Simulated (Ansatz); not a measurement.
Input and command of a plane-wave DFT calculation in Ansatz:

```yaml
crystal:
  lattice:
    - [0.0, 2.3313673182, 2.3313673182]
    - [2.1878447055, 0.1435226127, 2.1878447055]
    - [2.1878447055, 2.1878447055, 0.1435226127]
  atoms:
    - { symbol: Ta, position: [0.5, 0.5, 0.5] }
    - { symbol: "N", position: [0.0, 0.0, 0.0] }
basis:
  ecutwfc: 420
kpoints:
  mp_grid: { grid: [24, 24, 24] }
hamiltonian:
  xc: pbesol
scf:
  occupations: { method: gaussian, width: 0.15 }
output:
  forces: true
  stress: true
  eigenvalues: true
  write_density: true
  write_potential: true
  elf: true
  volumetric_format: npy
```

```bash
ansatz run input.yaml --threads 1 --pin off --max-ram 2560MiB --backend cpu --events-out ev --progress --plain --runs-dir out
```

Processor: Arm Neoverse V1, 1 thread, on a host shared with other jobs.

Estimate time, memory and problem size.

About 43 s on 1 thread of Arm Neoverse V1 (shared host), peak memory 0.74 GiB. It solves 13 bands at 1963 k points (the mesh reduced by the symmetry that the task leaves, which can be less than the crystal's) with about 415 plane waves, in 6 SCF iterations.
